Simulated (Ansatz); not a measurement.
# What strain does to CaO (rocksalt)

CaO built on the rocksalt prototype, relaxed with r2SCAN in the PAW code Ansatz. The symmetry is Fm-3m (No. 225, cubic); conventional cell a = 4.795 Å, 13.78 Å³ an atom. Around Ca lie 6 O at 2.40 Å; around O lie 6 Ca at 2.40 Å.

The axes x, y and z are those of this cell:
```
Ca O
1.0
     0.00000    2.39755    2.39755
     2.39755    0.00000    2.39755
     2.39755    2.39755    0.00000
Ca O
1 1
Direct
  0.00000 0.00000 0.00000
  0.50000 0.50000 0.50000
```

Unstrained: With PBE the valence top lies at Γ and the conduction bottom at X, 3.653 eV higher; the smallest vertical gap, at X, is 4.025 eV. With r2SCAN the valence top lies at Γ and the conduction bottom at X, 4.199 eV higher; the smallest vertical gap, at X, is 4.574 eV. The HSE06 gap is indirect, 5.312 eV (Γ to X), below the direct gap of 5.733 eV at X. Meshes: PBE 10×10×10, r2SCAN 10×10×10, HSE06 6×6×6. Strains are changes of length per length, and xy shears are angles. After each strain the atoms were relaxed again with r2SCAN within the symmetry that the strain leaves, so tilts or polar shifts that break it weren't tested; points keep the names that they have in the unstrained zone. Spin-unpolarised throughout; all numbers are computed.

Changes of the least gap in eV (an overlap counts as a negative gap):

| strain | volume change (%) | space group | PBE | r2SCAN | HSE06 | G0W0@PBE (mesh) | energy rise, r2SCAN (meV/atom) |
| --- | --- | --- | --- | --- | --- | --- | --- |
| epitaxial +4.0 % in the xy plane, free normal strain -1.89 % | +6.1 | I4/mmm | -0.190 | -0.202 | -0.186 | -0.23 | 30.6 |
| uniaxial -5.0 % along z | -5.0 | I4/mmm | -0.249 | -0.256 | -0.221 | -0.29 | 30.8 |
| isotropic +1.0 % on every length | +3.0 | Fm-3m | +0.006 | +0.005 | -0.001 | +0.01 | 4.4 |
| epitaxial -2.5 % in the plane normal to [111], free normal strain +1.43 % | -3.6 | R-3m | -0.073 | -0.073 | -0.067 | -0.08 | 14.0 |
| xy shear, engineering strain (angle) -2.0 % | 0.0 | Immm | -0.036 | -0.038 | -0.037 | -0.04 | 1.4 |

Unstrained, G0W0@PBE with 114 empty bands, a screening cutoff of 150 eV and a 6×6×6 mesh gives 5.85 eV on its mesh; the band count follows the volume. G0W0 values are finite-basis, finite-mesh values.

Epitaxial +4.0 % in the xy plane, free normal strain -1.89 %. HSE06: the gap goes from 5.312 to 5.126 eV (-0.186 eV); the X points, equivalent before, split by 222 meV, and the conduction bottom lies at those like (1/2, 1/2, 0); with r2SCAN the top three valence levels at Γ, degenerate before, become 1+2 from the top over 122 meV. Stress change with r2SCAN, compression positive: xx -7.99, yy -7.99, zz +0.02 GPa.

Uniaxial -5.0 % along z, other directions held. HSE06: the gap goes from 5.312 to 5.091 eV (-0.221 eV); the X points, equivalent before, split by 208 meV, and the conduction bottom lies at those like (1/2, 1/2, 0); with r2SCAN the top three valence levels at Γ, degenerate before, become 1+2 from the top over 170 meV. Stress change with r2SCAN, compression positive: xx +3.31, yy +3.31, zz +15.95 GPa.

Isotropic +1.0 % on every length. HSE06: the gap goes from 5.312 to 5.311 eV (-0.001 eV). Stress change with r2SCAN, compression positive: xx -3.27, yy -3.27, zz -3.27 GPa. For HSE06, dE_g/d ln V = 0.0 eV over this step.

Epitaxial -2.5 % in the plane normal to [111], free normal strain +1.43 %. HSE06: the gap goes from 5.312 to 5.245 eV (-0.067 eV); with r2SCAN the top three valence levels at Γ, degenerate before, become 2+1 from the top over 142 meV. Stress change with r2SCAN, compression positive: xx +4.53, yy +4.53, zz +4.53, xy -2.26, xz -2.26, yz -2.26 GPa.

Xy shear, engineering strain (angle) -2.0 %. HSE06: the gap goes from 5.312 to 5.275 eV (-0.037 eV); with r2SCAN the top three valence levels at Γ, degenerate before, become 1+1+1 from the top over 68 meV. Stress change with r2SCAN, compression positive: xx +0.01, yy +0.01, zz -0.03, xy +1.59 GPa.

The meshes of the hybrids are coarse, so their gaps aren't converged to the digits shown.

The splittings at Γ are without spin-orbit coupling, which regroups them where it is of like size or larger.
